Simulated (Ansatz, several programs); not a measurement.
KCl, NiAs type, relaxed with PBE in Ansatz (plane waves, PAW): the symmetry is P6_3/mmc (No. 194, hexagonal); a = 4.410 Å, c = 7.734 Å in the conventional setting, 32.57 Å³ an atom. K is surrounded by 6 Cl at 3.20 Å; Cl is surrounded by 6 K at 3.20 Å. The cell was then scaled with its shape and fractional coordinates held, which makes it stiffer than a relaxed compression. The cell comes from a prototype generator: it can be a known phase or a hypothetical one. Spin polarisation is off.

| V (Å³/atom) | E (meV/atom) |
| --- | --- |
| 30.613 | 6.61 |
| 31.590 | 1.55 |
| 32.567 | 0.00 |
| 34.521 | 5.29 |

(1) Pass a cubic E = c₀ + c₁u + c₂u² + c₃u³, with u = V − 32.323 Å³, through these points.

(2) Where is the minimum, and what bulk modulus follows?

(3) Predict the energy and the pressure at the withheld volume, 33.544 Å³.

Answers

(1) c₀ = 0.09, c₁ = -0.750, c₂ = 1.628, c₃ = -0.0956 (meV and Å³).

(2) dE/du = 0 at u = +0.235, so V₀ = 32.56 Å³. B = V₀ d²E/dV² = 32.56 × (2c₂ + 6c₃u) = 32.56 × 3.122 = 102 meV/Å³, and 1 meV/Å³ is 0.16022 GPa: 16 GPa. A third-order Birch-Murnaghan fit to all five points gives 32.56 Å³ and 16 GPa.

(3) With u = +1.221: E ≈ 1.43 meV and P = −dE/dV ≈ -0.45 GPa. The run gives 1.40 meV and, from its stress, -0.45 GPa.
